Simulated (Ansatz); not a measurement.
**SnSe: response to strain, part 1 of 2**

Aim: deform SnSe (zz strain of -2 %) and compute stress, forces and field gradients with LAPW, PAW and all-electron datasets made for the crystal.

Program: Ansatz 0.2.0. Level of theory: DFT PBEsol, scalar-relativistic. These are calculated values, not measurements.

### 1 The structure to begin with

Symmetry: Fm-3m, No. 225, cubic system. The conventional cell has a = 6.020 Å, b = 6.020 Å, c = 6.020 Å, α = 90.00°, β = 90.00°, γ = 90.00°. Sn (site symmetry m-3m) has 6 Se at 3.01 Å as nearest neighbours. Se (site symmetry m-3m) has 6 Sn at 3.01 Å as nearest neighbours.

Coordinates:

```cif
data_structure
_symmetry_space_group_name_H-M 'Fm-3m'
_symmetry_Int_Tables_number 225
_cell_length_a 6.0200
_cell_length_b 6.0200
_cell_length_c 6.0200
_cell_angle_alpha 90.000
_cell_angle_beta 90.000
_cell_angle_gamma 90.000
_cell_volume 218.17
loop_
_atom_site_label
_atom_site_type_symbol
_atom_site_symmetry_multiplicity
_atom_site_Wyckoff_symbol
_atom_site_fract_x
_atom_site_fract_y
_atom_site_fract_z
_atom_site_occupancy
Sn1 Sn 4 a 0.00000 0.00000 0.00000 1
Se1 Se 4 b 0.50000 0.00000 0.00000 1
```

The file gives the conventional cell by its symmetry; the runs use the cell typed in the input.

Atoms are numbered in the order of the input: Sn1, Se2.

### 2 After the deformation

Space group Fm-3m before, I4/mmm after.

### 3 All-electron LAPW

Contents of input.yaml:

```yaml
crystal:
  lattice:
    - [0.0, 3.01, 2.9498]
    - [3.01, 0.0, 2.9498]
    - [3.01, 3.01, 0.0]
  atoms:
    - { symbol: Sn, position: [0.0, 0.0, 0.0] }
    - { symbol: Se, position: [0.5, 0.5, 0.5] }
kpoints:
  mp_grid: { grid: [7, 7, 7] }
  band_path:
    path:
      - [0.0, 0.0, 0.0]
      - [0.0, 0.5, 0.5]
      - [0.25, 0.75, 0.5]
      - [0.0, 0.5, 0.0]
      - [0.0, 0.0, 0.0]
      - [0.5, 0.5, 0.0]
      - [0.3801541025, 0.6198458975, 0.0]
      - [-0.3801541025, 0.3801541025, 0.0]
      - [0.0, 0.0, 0.0]
    npoints: 5
scf:
  occupations: { method: fermi_dirac, width: 0.01 }
hamiltonian:
  xc: pbesol
  pseudopotentials: { kind: all_electron, lapw: { basis_error: 0.0005 } }
output:
  forces: true
  stress: true
  eigenvalues: true
```

The run is started by

```
$ ansatz run input.yaml --threads 1 --pin off --max-ram 3072MiB --backend cpu --events-out ev --progress --plain --runs-dir out
```

What it wrote:

```text
LAPW: plane waves up to 7.574 Å⁻¹, error target 5.0e-4 eV per atom; small_component_spin mean_spin; Se in spheres of 1.410 Å, 24 of its electrons in bands, Dirac shells []; Sn in spheres of 1.539 Å, 22 of its electrons in bands, Dirac shells []
Engine: ansatz 0.2.0
Pseudopotentials: kind: all_electron
Pseudopotential: Sn, LAPW, valence charge 22, Koelling and Harmon's equation, gaussian nucleus
Pseudopotential: Se, LAPW, valence charge 24, Koelling and Harmon's equation, gaussian nucleus
Functional definition: PBEsol
  exchange = pbesol_x
  correlation = pbesol_c
Crystal: 2 atoms, lattice volume = 53.451 Å³
Basis set: ecut = 218.55365422835655 eV, 387 PW (Γ), exchange–correlation at level 2
Bands: 28, of which v1, the nominal top of the filled ones, is band 23 counted from 1 (22 counted from 0)
Symmetry: 16 space group operations
Space group: I4/mmm (ITA 139), of the structure as read, at distance tolerance 3.8e-5 Å
k-points: 40 of 343
Non-local potential: Sn, projectors of the file, none
Non-local potential: Se, projectors of the file, none
Initial density: superposition of atomic densities (chi_scale 0.1, normalization cell, long waves kept (reshape's long-wave potential 0.00 eV rms))
Initial wavefunctions: plane waves of lowest kinetic energy (no species holds an atomic orbital)
Functional: x = pbesol(κ = 0.804, μ = 0.12345679012345678), c = pbesol(β = 0.046)
iter 1 solved again at ethr=1.05e-3 eV; its pass at ethr=1.00e-1 eV (dr2=4.83e-1 eV) is discarded
SCF iter   1: F=—  HF=-234096.866644 eV  |F-HF|=—  |Δ(HF+E_count)|=         —  Δρ=2.01e-2  dr2=4.83e-1  ethr=1.05e-3  ⟨swp⟩=2.1  Hψ=7058  notcnv=0
preconditioner: auto → none  [insulator: Δε(μ)=0.862 eV  Ē_g=18.114 eV  σ=0.010 eV  W_gap=1.00  n_scr=14 (ndim 8)  ℏωp=22.7 eV  f_vac=0.034  D(μ)=0.00/eV (n_scr^D=0)  ε∞_Penn≈2.6]
iter 2 solved again at ethr=3.05e-5 eV; its pass at ethr=1.05e-3 eV (dr2=1.40e-2 eV) is discarded
SCF iter   2: F=—  HF=-234096.725203 eV  |F-HF|=—  |Δ(HF+E_count)|=   1.41e-1  Δρ=5.20e-3  dr2=1.40e-2  ethr=3.05e-5  ⟨swp⟩=2.4  Hψ=6030  notcnv=0
SCF iter   3: F=—  HF=-234096.706177 eV  |F-HF|=—  |Δ(HF+E_count)|=   1.90e-2  Δρ=3.06e-3  dr2=6.84e-3  ethr=3.05e-5  ⟨swp⟩=3.0  Hψ=3571  notcnv=0
SCF iter   4: F=—  HF=-234096.706106 eV  |F-HF|=—  |Δ(HF+E_count)|=   7.16e-5  Δρ=7.66e-4  dr2=3.31e-4  ethr=1.49e-5  ⟨swp⟩=2.0  Hψ=3518  notcnv=0
SCF iter   5: F=—  HF=-234096.706084 eV  |F-HF|=—  |Δ(HF+E_count)|=   2.13e-5  Δρ=1.01e-4  dr2=5.45e-6  ethr=7.20e-7  ⟨swp⟩=2.0  Hψ=3320  notcnv=0
SCF iter   6: F=—  HF=-234096.706086 eV  |F-HF|=—  |Δ(HF+E_count)|=   2.09e-6  Δρ=1.20e-5  dr2=6.10e-8  ethr=1.19e-8  ⟨swp⟩=2.1  Hψ=3326  notcnv=0
SCF iter   7: F=-234096.706086 eV  HF=-234096.706086 eV  |F-HF|=6.98e-10  |Δ(HF+E_count)|=   2.69e-7  Δρ=3.85e-6  dr2=1.07e-8  ethr=1.33e-10  ⟨swp⟩=2.9  Hψ=3430  notcnv=0
SCF 1 converged in 7 iterations: F = -234096.706086 eV  dr2 = 1.07e-8
NSCF: frozen V_eff on 41 k-points
SCF converged after 7 iterations
Free energy (F): -234096.706086 eV
Harris-Foulkes:  -234096.706086 eV  (|F-HF|=6.98e-10)
Internal energy: -234096.706086 eV  (E = F + TS)
E sigma→0 (E₀):  -234096.706086 eV
Fermi energy:    11.286864 eV
--- Per-component energies (eV) ---
  E_band       = -2313.217697
  E_kinetic    = 244332.023031
  E_xc         = -6771.713280
  E_electrostatic = -471657.015837  (all electrons and nuclei)
  E_smearing   = -0.000000  (= −TS)
  E_closure    = 0.000000  (closes the sum)
  E_atoms      = -234087.764721  (free atoms, spherical and without spin; not in F)
  Σ components = -234096.706086   (vs F -234096.706086, Δ=0.00e0)
  Basis errors (estimates in eV, not in F): energy 1.8e-4 per atom: plane waves 1.6e-4 (9.0e-5 summed), levels above the bands 3.0e-245, relativity 4.2e-9, radial functions 1.1e-5, core shells 2.0e-9; eigenvalues (radial functions only) 1.8e-6; not estimated: angular momenta, meshes, grids; target (lapw.basis_error) 5.0e-4; muffin-tin radii Se 1.410 Å, Sn 1.539 Å
--- Forces (eV/Å), atoms counted from 1 ---
  atom   1  Sn     0.00000000     0.00000000     0.00000000
  atom   2  Se    -0.00000000     0.00000000     0.00000000
  max |Σ_I F_I| component: 1.58e-30 eV/Å
--- Stress (GPa, compression-positive) ---
       -1.695962       0.000000       0.000000
        0.000000      -1.695962       0.000000
        0.000000       0.000000       0.921702
  P = ⅓ Tr σ = -0.8234 GPa (-8.234 kbar)
--- Band table (eV; the first three rows and the last of 40) ---
  k-point 0: bands = ["-196.6782", "-136.3427", "-136.3426", "-136.3426", "-118.3699", "-74.2076", "-74.2076", "-74.1994", "-36.7758", "-36.7745", "-36.7735", "-36.7735", "-36.7729", "-10.5233", "-10.5220", "-10.5186", "-10.5186", "-10.5179", "-3.0328", "5.9458", "8.6123", "8.8149", "8.8149", "15.1901", "15.1901", "15.6861", "16.7262", "16.7262"]
  k-point 1: bands = ["-196.6782", "-136.3427", "-136.3426", "-136.3426", "-118.3699", "-74.2076", "-74.2076", "-74.1994", "-36.7757", "-36.7745", "-36.7735", "-36.7735", "-36.7729", "-10.5244", "-10.5215", "-10.5192", "-10.5167", "-10.5162", "-2.8849", "5.1718", "8.7165", "8.8264", "9.3516", "14.1508", "14.2885", "14.6547", "16.7497", "17.2279"]
  k-point 2: bands = ["-196.6782", "-136.3427", "-136.3426", "-136.3426", "-118.3699", "-74.2076", "-74.2076", "-74.1994", "-36.7757", "-36.7745", "-36.7735", "-36.7735", "-36.7728", "-10.5278", "-10.5245", "-10.5186", "-10.5115", "-10.5100", "-2.5015", "3.8713", "8.8444", "8.8806", "10.1852", "12.7501", "13.0227", "13.2655", "17.2606", "18.5137"]
  k-point 39: bands = ["-196.6782", "-136.3427", "-136.3426", "-136.3426", "-118.3699", "-74.2076", "-74.2076", "-74.1994", "-36.7758", "-36.7744", "-36.7734", "-36.7734", "-36.7729", "-10.5493", "-10.5274", "-10.5161", "-10.5000", "-10.4991", "-1.7006", "4.4377", "5.4535", "7.3772", "7.7020", "14.1916", "15.6275", "15.9282", "16.9852", "22.0023"]
```

It took 15 s on 1 thread of Arm Neoverse V2, shared host; peak memory 0.33 GiB.

Read from it: pressure -0.82 GPa; gap 0.39 eV.

### 4 PAW on the default files

Contents of input.yaml:

```yaml
crystal:
  lattice:
    - [0.0, 3.01, 2.9498]
    - [3.01, 0.0, 2.9498]
    - [3.01, 3.01, 0.0]
  atoms:
    - { symbol: Sn, position: [0.0, 0.0, 0.0] }
    - { symbol: Se, position: [0.5, 0.5, 0.5] }
kpoints:
  mp_grid: { grid: [7, 7, 7] }
scf:
  occupations: { method: fermi_dirac, width: 0.01 }
hamiltonian:
  xc: pbesol
  pseudopotentials: { kind: paw }
output:
  forces: true
  stress: true
  eigenvalues: true
  efg: { contact_densities: true }
  write_density: true
  write_potential: true
  elf: true
  volumetric_format: npy
```

The run is started by

```
$ ansatz run input.yaml --threads 1 --pin off --max-ram 3072MiB --backend cpu --events-out ev --progress --plain --runs-dir out
```

What it wrote:

```text
Sn: output.efg is read without spin–orbit coupling, which moves field gradients at and beside such atoms by some per cent and up to a factor of two; PAW files take it under magnetization.noncollinear and magnetization.spin_orbit
[... 1 set-up line as earlier in the session ...]
Pseudopotentials: kind: paw
Pseudopotential: Sn, paw, valence charge 14, recommended cutoff 420 eV (normal)
Pseudopotential: Se, paw, valence charge 16, recommended cutoff 420 eV (normal)
[... 3 set-up lines as earlier in the session ...]
Crystal: 2 atoms, lattice volume = 53.451 Å³
Basis set: ecut = 420 eV, 1041 PW (Γ), exchange–correlation on 60×60×60 points (8 copies of the dense FFT grid, shifted against one another)
Bands: 19, of which v1, the nominal top of the filled ones, is band 15 counted from 1 (14 counted from 0)
[... 2 set-up lines as earlier in the session ...]
k-points: 40 of 343
Non-local potential: Sn, projectors of the file, l = 0: 2, l = 1: 2, l = 2: 2, l = 3: 2
Non-local potential: Se, projectors of the file, l = 0: 2, l = 1: 2, l = 2: 3, l = 3: 1
PAW form: soft (Blöchl's): semilocal exchange-correlation on the pseudo side does not see the compensation charge
PAW frozen core: Sn, regenerated for the run's functional, and the local potential with it (the file was generated under x = pbe(κ = 0.804, μ = 0.2195149727645171), c = pbe(β = 0.06672455060314922))
PAW frozen core: Se, regenerated for the run's functional, and the local potential with it (the file was generated under x = pbe(κ = 0.804, μ = 0.2195149727645171), c = pbe(β = 0.06672455060314922))
PAW one-centre angular grid: Sn, 590 points (default); XC on 64 Gauss nodes
PAW one-centre angular grid: Se, 590 points (default); XC on 64 Gauss nodes
Initial density: superposition of atomic densities (neutral atoms: chi_scale 0, normalization atom), corrected by the library's trained network
Initial wavefunctions: pseudopotential atomic-orbital guess
[... 1 set-up line as earlier in the session ...]
SCF iter   1: F=—  HF=-11374.857772 eV  |F-HF|=—  |Δ(HF+E_count)|=         —  Δρ=2.69e-3  dr2=5.63e-3  ethr=1.77e-3  ⟨swp⟩=6.1  Hψ=3758  notcnv=0
preconditioner: auto → none  [insulator: Δε(μ)=0.600 eV  Ē_g=17.349 eV  σ=0.010 eV  W_gap=1.00  n_scr=14 (ndim 8)  ℏωp=22.7 eV  f_vac=0.014  D(μ)=0.00/eV (n_scr^D=0)  ε∞_Penn≈2.7]
SCF iter   2: F=—  HF=-11374.854497 eV  |F-HF|=—  |Δ(HF+E_count)|=   3.28e-3  Δρ=1.04e-3  dr2=5.68e-4  ethr=1.88e-5  ⟨swp⟩=2.2  Hψ=1458  notcnv=0
SCF iter   3: F=—  HF=-11374.854323 eV  |F-HF|=—  |Δ(HF+E_count)|=   1.74e-4  Δρ=3.27e-4  dr2=5.27e-5  ethr=1.89e-6  ⟨swp⟩=2.0  Hψ=1359  notcnv=0
SCF iter   4: F=—  HF=-11374.854324 eV  |F-HF|=—  |Δ(HF+E_count)|=   1.45e-6  Δρ=1.46e-4  dr2=7.23e-6  ethr=1.76e-7  ⟨swp⟩=2.1  Hψ=1355  notcnv=0
SCF iter   5: F=—  HF=-11374.854328 eV  |F-HF|=—  |Δ(HF+E_count)|=   3.57e-6  Δρ=3.15e-5  dr2=3.25e-7  ethr=2.41e-8  ⟨swp⟩=2.9  Hψ=1389  notcnv=0
SCF iter   6: F=-11374.854328 eV  HF=-11374.854328 eV  |F-HF|=4.79e-8  |Δ(HF+E_count)|=   1.55e-7  Δρ=4.95e-6  dr2=1.09e-8  ethr=3.33e-10  ⟨swp⟩=9.1  Hψ=5520  notcnv=0
SCF 1 converged in 6 iterations: F = -11374.854328 eV  dr2 = 1.09e-8
SCF converged after 6 iterations
Free energy (F): -11374.854328 eV
Harris-Foulkes:  -11374.854328 eV  (|F-HF|=4.79e-8)
Internal energy: -11374.854328 eV  (E = F + TS)
E sigma→0 (E₀):  -11374.854328 eV
Fermi energy:    9.524858 eV
--- Per-component energies (eV) ---
  E_band       = -472.826733
  E_kinetic    = 303.761558
  E_local      = -3295.539377  (includes V_loc(G=0)·N_el)
  E_nonlocal   = -623.601859
  E_hartree    = 1734.672667
  E_xc         = -483.450797
  E_vxc        = -195.725283  (∫ρ·V_xc dr)
  E_paw        = -5929.333207  (= ΣΔE_a)
  E_vpaw       = -131.074399  (= ΣTr[D̂ρ^β])
  E_aug_tail   = -0.000610  (compensation charges beyond the density's cutoff)
  E_ewald      = -3082.655993
  E_core_change = 1.293290  (= ΣΔE_core)
  E_smearing   = -0.000000  (= −TS)
  E_closure    = -0.000000  (closes the sum)
  Σ components = -11374.854328   (vs F -11374.854328, Δ=0.00e0)
--- Forces (eV/Å), atoms counted from 1 ---
  atom   1  Sn     0.00000000    -0.00000000     0.00000000
  atom   2  Se    -0.00000000     0.00000000     0.00000000
  max |Σ_I F_I| component: 2.37e-30 eV/Å
--- Stress (GPa, compression-positive) ---
       -1.697244       0.000000       0.000000
        0.000000      -1.697244       0.000000
        0.000000       0.000000       0.920867
  P = ⅓ Tr σ = -0.8245 GPa (-8.245 kbar)
--- PAW observables at the nuclei: V_zz in 10²¹ V/m², potentials from the cell's mean, atoms counted from 1 ---
  atom   1  Sn V_zz =    -2.837976   η = 0.0000   by run symmetry: allowed
            electrostatic potential = -8171.597184 V   contact ρ = 1234697.306976 e/Å³
  atom   2  Se V_zz =    -0.388373   η = 0.0000   by run symmetry: allowed
            electrostatic potential = -4711.498812 V   contact ρ = 262406.988325 e/Å³
--- Band table (eV; the first three rows and the last of 40) ---
  k-point 0: bands = ["-38.5499", "-38.5485", "-38.5476", "-38.5476", "-38.5468", "-12.2870", "-12.2858", "-12.2816", "-12.2816", "-12.2805", "-4.7942", "4.1829", "6.8509", "7.0535", "7.0535", "13.4278", "13.4278", "13.9241", "14.9650"]
  k-point 1: bands = ["-38.5499", "-38.5485", "-38.5476", "-38.5475", "-38.5468", "-12.2881", "-12.2851", "-12.2820", "-12.2796", "-12.2792", "-4.6463", "3.4092", "6.9551", "7.0649", "7.5898", "12.3888", "12.5265", "12.8930", "14.9885"]
  k-point 2: bands = ["-38.5498", "-38.5485", "-38.5475", "-38.5475", "-38.5468", "-12.2914", "-12.2875", "-12.2819", "-12.2746", "-12.2731", "-4.2628", "2.1088", "7.0829", "7.1190", "8.4231", "10.9881", "11.2609", "11.5039", "15.4994"]
  k-point 39: bands = ["-38.5499", "-38.5484", "-38.5474", "-38.5474", "-38.5468", "-12.3119", "-12.2912", "-12.2798", "-12.2630", "-12.2621", "-3.4619", "2.6754", "3.6918", "5.6156", "5.9402", "12.4305", "13.8655", "14.1661", "15.2238"]
```

Run time: 4.8 s. Hardware: 1 thread of Arm Neoverse V2, shared host; peak memory 0.4 GiB.

This run gives: pressure -0.82 GPa; gap on the k mesh 0.62 eV (an odd mesh misses the zone boundary); Vzz Sn1 -2.84 (η = 0.00), Se2 -0.39 (η = 0.00) (10²¹ V/m²).

The fields are shown in the conventional cell of this run's space group, carried over from its grid by interpolation.

Density in a lattice plane of the grid's cell (edges 4.26 and 5.90 Å, at 0.000 of the third edge), which holds Sn and Se.

Ten even steps from '0' (0.02 e/Å³) to '9' (45.31 e/Å³):
```
210000000000000001
000000000000000000
000000000000000000
000000000000000000
000000000000000000
000000000000000000
000000000000000000
000000000000000000
431000000000000013
961000000000000016
431000000000000013
000000000000000000
000000000000000000
000000000000000000
000000000000000000
000000000000000000
000000000000000000
000000000000000000
210000000000000001
321000000000000012
```
Columns run along the first of these edges and rows up along the second, over one cell in 18 and 20 even steps from the bottom left corner. Atoms in the plane (fractional): Sn at (0.00, 0.00), Se at (0.00, 0.50).

ELF in the same plane.

Ten even steps from ' ' (0.00) to '@' (0.78):
```
    ..--==----..      ..----==--..  
..::--====--::..      ..::--====--::
========----..          ..----======
--------::..              ..::------
++++==--::..              ..::--==++
%%%%##**==::..          ..::==**##%%
@@@@@@@@##++--..      ..--++##@@@@@@
%%@@@@@@@@##==::      ::==##@@@@@@@@
--++%%@@@@%%++::..  ..::++%%@@@@%%++
..::**@@@@%%**--..  ..--**%%@@@@**::
--++%%@@@@%%++::..  ..::++%%@@@@%%++
%%@@@@@@@@##==::      ::==##@@@@@@@@
@@@@@@@@##++--..      ..--++##@@@@@@
%%%%##**==::..          ..::==**##%%
++++==--::..              ..::--==++
--------::..              ..::------
========----..          ..----======
..::--====--::..      ..::--====--::
    ..--==----..      ..----==--..  
      --==----....  ....----==--    
```
Columns run along the first of these edges and rows up along the second, over one cell in 18 and 20 even steps from the bottom left corner. Atoms in the plane (fractional): Sn at (0.00, 0.00), Se at (0.00, 0.50).

Both are smooth fields of the valence electrons: close to the nuclei they are not physical.

The highest ELF values outside the cores: 0.80 in the shell around Se, 0.8 Å from Se.

(Continued in part 2 of 2.)
